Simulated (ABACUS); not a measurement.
The system is Ge.

```xyz
2
Lattice="0.0000 2.8289 2.8289 2.8289 0.0000 2.8289 2.8289 2.8289 0.0000" Properties=species:S:1:pos:R:3 pbc="T T T"
Ge    4.2434    4.2434    4.2434
Ge    2.8289    2.8289    2.8289
```

Base run:

* Program: ABACUS 3.10.1
* Functional: SOGGA
* Potentials or basis: PseudoDojo NC SR 0.4 PBEsol stringent
* Cutoff: 1687 eV
* Density cutoff: 6748 eV
* Basis: plane waves
* k mesh: 6 × 6 × 6
* Occupations: fermi-dirac, width 0.05 eV
* Spin: no spin polarisation

Its results: band gap on the k mesh 0.07 eV, direct; pressure -0.1 GPa.

The run is repeated on the same cell with these changes: functional from SOGGA to LDA-PW92; potentials or basis from PseudoDojo NC SR 0.4 PBEsol stringent to PseudoDojo NC SR 0.4.1 LDA standard; cutoff from 1687 eV to 1075 eV; density cutoff from 6748 eV to 4299 eV; valence electrons from 44 to 28. What comes out?

Band gap on the k mesh none (metal or under the smearing width); pressure -1.2 GPa.

Caveats: the potentials were made for another functional, which shifts forces and pressure (some runs); this crystal is a semiconductor, whose small gap the functional closes, so the metal is an error of the method (some runs).

A k mesh can miss the band edges.
